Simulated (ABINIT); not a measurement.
Runs of ABINIT 10.8.3 (patched build) on CuO (Tenorite). The structure is monoclinic, space group C2/c (No. 15). Conventional cell: a = 4.684 Å, b = 3.423 Å, c = 5.129 Å, α = 90.00°, β = 99.54°, γ = 90.00°. Cu (site symmetry -1) is surrounded by 4 O at 1.95 to 1.96 Å. Around O (site symmetry 2) lie 4 Cu at 1.95 to 1.96 Å. 

```tsv
task	level	potentials or basis	cell	k mesh	cutoff (eV)	fine-grid cutoff	gap on the mesh (eV)	pressure (GPa)	largest force (eV/Å)
single point	PBE	JTH PAW PBE v2.0	as given	8 × 8 × 4	707	1306.15 eV	none	5.6	0.27
single point	PBE	SPMS NC PBE v1.0	as given	8 × 8 × 4	1088	-	none	6.0	0.28
single point	PBE	Ansatz NC PBE	as given	8 × 8 × 4	1252	-	none	5.7	0.27
single point	PBEsol	JTH PAW PBE v2.0	atoms moved at random, drawn with an rms of 0.05 Å	10 × 10 × 5	707	1306.15 eV	none	-2.7	0.48
band structure	PBEsol	JTH PAW PBE v2.0	as given	10 × 10 × 5	707	1306.15 eV	none	(b)	(a)
```

Alike in all rows: no spin polarisation; smearing fermi-dirac 0.05 eV.

**Question.** Fill in the values left out.

**Answer.** (a) 0.34; (b) -2.5.

Caveats: the run has no spin polarisation, though such a crystal can be magnetic; semilocal functionals often make such compounds metallic where correlation or magnetic order opens a gap, which also shifts bond lengths; the PAW data sets were made with another functional, which shifts forces and pressure a little (some runs).

A gap of «none» marks a metal or a gap under the smearing width.
